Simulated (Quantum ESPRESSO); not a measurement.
A run of Quantum ESPRESSO 7.5:

run.py

```python
import numpy as np
from ase.calculators.espresso import Espresso, EspressoProfile
from ase.io import read

atoms = read('MgB2.cif')

input_data = {
    'control': {'calculation': 'scf', 'prefix': 'pwscf', 'outdir': './tmp', 'tprnfor': True, 'tstress': True, 'disk_io': 'low'},
    'system': {'ecutwfc': 70.0, 'nbnd': 14, 'input_dft': 'rpbe', 'occupations': 'smearing', 'smearing': 'gaussian', 'degauss': 0.01469973, 'vdw_corr': 'grimme-d3', 'dftd3_version': 3},
    'electrons': {'conv_thr': 6e-10, 'electron_maxstep': 120, 'mixing_beta': 0.5},
}
pseudopotentials = {'B': 'B_ONCV_PBE-1.2.upf', 'Mg': 'Mg_ONCV_PBE-1.2.upf'}
profile = EspressoProfile(command='pw.x', pseudo_dir='pseudo')
dft = Espresso(profile=profile, input_data=input_data, pseudopotentials=pseudopotentials, kpts=(8, 8, 7), koffset=(0, 0, 0))
atoms.calc = dft

from ase.optimize import LBFGS
done = LBFGS(atoms, trajectory='opt.traj').run(fmax=0.02, steps=30)
print('converged', done)
print(f'energy {atoms.get_potential_energy():.8f} eV')
print('forces (eV/A)')
print(np.round(atoms.get_forces(), 6))
print('stress (eV/A^3, Voigt)')
print(np.round(atoms.get_stress(), 8))
print(f'Fermi level {dft.get_fermi_level():.4f} eV')
```

Contents of MgB2.cif:

```cif
data_MgB2
_cell_length_a 3.08500000
_cell_length_b 3.08500000
_cell_length_c 3.52300000
_cell_angle_alpha 90.00000000
_cell_angle_beta 90.00000000
_cell_angle_gamma 120.00000000
_space_group_name_H-M_alt 'P1'
_space_group_name_Hall 'P 1'
_space_group_IT_number 1
loop_
_space_group_symop_operation_xyz
'x,y,z'
loop_
_atom_site_label
_atom_site_type_symbol
_atom_site_symmetry_multiplicity
_atom_site_Wyckoff_symbol
_atom_site_fract_x
_atom_site_fract_y
_atom_site_fract_z
_atom_site_occupancy
Mg1 Mg 1 a -0.0049350000 -0.0070940000 -0.0007250000 1
B1 B 1 a 0.6687680000 0.3335750000 0.4990740000 1
B2 B 1 a 0.3278470000 0.6613100000 0.5028510000 1
```

Potentials or basis: SG15 PBE 1.2.

Run with:

```console
$ OMP_NUM_THREADS=1 python run.py
```

Hardware: 1 thread of AMD EPYC 7B13 (Zen 3) (shared host).

Q: Estimate the wall time of this run.

A: It took 5.6 min on 1 thread of AMD EPYC 7B13 (Zen 3), with other jobs on the host, peak memory 0.14 GiB. Counts: scf iterations 10, k pools 1, bands 14, ion steps 5, k points 226, g dense 15539.
